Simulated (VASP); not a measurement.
Ag, 1 atom in the cell. It takes space group Fm-3m (No. 225, cubic). The conventional cell has a = 4.085 Å, b = 4.085 Å, c = 4.085 Å, α = 90.00°, β = 90.00°, γ = 90.00°. Ag (site symmetry m-3m) has 12 Ag at 2.89 Å as nearest neighbours. 

* Program: VASP 6.6.1
* Task: band structure
* Functional: rSCAN
* Potentials or basis: VASP PAW PBE potentials, release 64 (Ag)
* Cutoff: 520 eV
* k mesh: 11 × 11 × 11
* Occupations: fermi-dirac, width 0.05 eV
* Spin: no spin polarisation
* Further INCAR settings: ALGO = Normal; EDIFF = 1e-06

Potentials or basis: VASP PAW PBE potentials, release 64 (Ag).

The run is started by

```bash
$ cat potpaw_PBE.64/Ag/POTCAR > POTCAR
$ mpirun -np 1 vasp_std > vasp.out
```

Hardware: 1 thread of Intel(R) Xeon(R) Platinum 8488C (Sapphire Rapids), with other jobs on the host.

Question: How long does it take, and how much memory?

Answer: Run time: 46 s on 1 thread of Intel(R) Xeon(R) Platinum 8488C (Sapphire Rapids), with other jobs on the host, peak memory 0.15 GiB. Counts: scf iterations 44, k points 56.
